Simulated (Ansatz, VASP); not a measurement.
**Two plane-wave programs on Mg**

File INCAR:

```
SYSTEM = Mg
PREC = Accurate ; ENCUT = 520
EDIFF = 1E-6 ; ISMEAR = 0
SIGMA = 0.1 ; LREAL = .False.
LASPH = .True. ; NELM = 80
ALGO = Fast ; ISIF = 2
LWAVE = .False. ; LCHARG = .False.
GGA = RP ; NBANDS = 7
```

KPOINTS

```
regular mesh
0
Gamma
  6 6 6
  0 0 0
```

Contents of POSCAR:

```
Mg
1.0
   -1.8359916300      1.8359916300      1.6794040200
    1.8359916300     -1.8359916300      1.6794040200
    1.8359916300      1.8359916300     -1.6794040200
Mg
1
Direct
    0.0000000000      0.0000000000      0.0000000000
```

Input for Ansatz:

```yaml
crystal:
  lattice:
    - [-1.83599163, 1.83599163, 1.67940402]
    - [1.83599163, -1.83599163, 1.67940402]
    - [1.83599163, 1.83599163, -1.67940402]
  atoms:
    - { symbol: Mg, position: [0.0, 0.0, 0.0] }
basis:
  ecutwfc: 420
kpoints:
  mp_grid: { grid: [6, 6, 6] }
hamiltonian:
  xc: rpbe
scf:
  occupations: { method: gaussian, width: 0.1 }
output:
  forces: true
  stress: true
  eigenvalues: true
```

Alike in both runs: task single point; functional RPBE; k mesh 6 × 6 × 6; occupations gaussian, width 0.1 eV; no spin polarisation.

|  | VASP | Ansatz |
| --- | --- | --- |
| version | VASP 6.6.1 | Ansatz 0.2.0 |
| potentials or method | VASP PAW PBE potentials, release 64 (Mg) | scalar-relativistic, plane waves, PAW |
| plane-wave cutoff (eV) | 520 | 420 |
| valence electrons in the cell | 2 | 10 |

VASP gave:

| Item | Value |
| --- | --- |
| gap on the k mesh at the Fermi level (eV) | none |
| pressure (GPa) | 1.6 |
| largest component of the traceless stress (GPa) | 2.50 |

Task: What did Ansatz give for the same quantities?

Result: gap on the k mesh at the Fermi level (eV): none; pressure (GPa): 1.8; largest component of the traceless stress (GPa): 2.51.

A gap of «none» marks a metal or a gap that the smearing closes. The two sets of potentials don't hold the same shells in valence.

Caveats: the k mesh is coarse (spacing up to 0.42 Å⁻¹), so the values aren't converged; the PAW data sets were made with another functional, which shifts forces and pressure a little (VASP).
